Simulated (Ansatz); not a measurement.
The system is MnS.

```
Mn S
1.0
     0.00000    2.60450    2.60450
     2.60450    0.00000    2.60450
     2.60450    2.60450    0.00000
Mn S
1 1
Direct
  0.00000 0.00000 0.00000
  0.50000 0.50000 0.50000
```

| Item | Value |
| --- | --- |
| Program | Ansatz 0.2.0 |
| Task | relaxation of cell and atoms |
| Functional | PBEsol |
| Potentials or basis | Ansatz PAW |
| Cutoff | 420 eV (not typed: the program's choice for these potentials) |
| k mesh | 9 × 9 × 9 |
| Occupations | fermi-dirac, width 0.05 eV |
| Spin | collinear spin, ferromagnetic start |
| Starting moments | [4.0, 0.0] μB |

At the start: volume 17.67 Å³/atom.

Question: How do energy, volume and symmetry change on relaxing?

Answer: It ends after 4 steps and the volume is 14.85 Å³/atom (-16.0 %); space group Fm-3m (No. 225, to 0.05 Å); moment 3.98 μB per cell.

The path:
```csv
step,energy change (eV),largest force (eV/Å),volume (Å³)
1,0.0000,0.0000,35.33
2,-0.0988,0.0000,32.54
3,-0.1399,0.0000,29.69
4,-0.1388,0.0000,29.69
```

Final structure:
```xyz
2
Lattice="0.0000 2.4577 2.4577 2.4577 0.0000 2.4577 2.4577 2.4577 0.0000" Properties=species:S:1:pos:R:3 pbc="T T T"
Mn    0.0000    0.0000    0.0000
S     2.4577    2.4577    2.4577
```

Caveat: the volume moved by over 15 % at a fixed basis, so the end points are rough; the plane-wave basis is chosen anew once the cell has moved, so the energies of steps on either side of that aren't comparable; a cell with one magnetic atom can't hold antiferromagnetic order, which such compounds often take; the PAW data sets come from PBE, with cores solved anew for the run's functional, which leaves a small shift of forces and pressure.
